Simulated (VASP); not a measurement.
A run of VASP 6.6.1:

File INCAR:

```
SYSTEM = SiC
PREC     = Accurate       ! precision mode
ENCUT    = 520            ! plane-wave cutoff, eV
EDIFF    = 1E-6           ! SCF threshold, eV
ISMEAR   = 0              ! smearing method
SIGMA    = 0.02           ! smearing width, eV
LREAL    = .False.        ! projectors in reciprocal space
LASPH    = .True.         ! aspherical terms in the spheres
NELM     = 60             ! most SCF steps
ALGO     = Normal         ! electronic algorithm
ISIF     = 2              ! what is computed and relaxed
LWAVE    = .False.        ! write WAVECAR
LCHARG   = .True.         ! write CHGCAR
GGA      = CA             ! functional
LVHAR    = .True.       
KPAR     = 2
```

KPOINTS

```
Automatic mesh
0
Gamma
  8 5 5
  0 0 0
```

POSCAR

```
SiC                                     
1.0
    3.1022835425      0.0000000000      0.0000000000
    0.0000000000      5.0256993388      0.0000000000
    0.0000000000      0.0000000000      5.2775081749
  Si              C             
     4     4
Direct
     1.0000000000000000    0.9991533307235879    0.3327765755661719
     0.5000000000000000    0.9991533307235879    0.8327765755661718
     0.5000000000000000    0.4991533307235878    0.1672234244338280
     1.0000000000000000    0.4991533307235878    0.6672234244338282
     0.0000000000000000    0.6228466692764120    0.3321617702789724
     0.5000000000000000    0.6228466692764120    0.8321617702789725
     0.5000000000000000    0.1228466692764120    0.1678382297210276
     0.0000000000000000    0.1228466692764120    0.6678382297210275
```

Potentials or basis: VASP PAW LDA potentials, release 64 (Si, C).

The run is started by

```console
$ cat potpaw_LDA.64/Si/POTCAR potpaw_LDA.64/C/POTCAR > POTCAR
$ mpirun -np 2 vasp_std > vasp.out
```

Hardware: 2 MPI ranks on AMD EPYC 7R13 Processor (Zen 3) (shared host).

**Question.** Estimate the wall time of this run.

**Answer.** Run time: 32 s on 2 MPI ranks on AMD EPYC 7R13 Processor (Zen 3), on a shared host, peak memory 0.16 GiB a rank. Counts: scf iterations 13, k points 45.
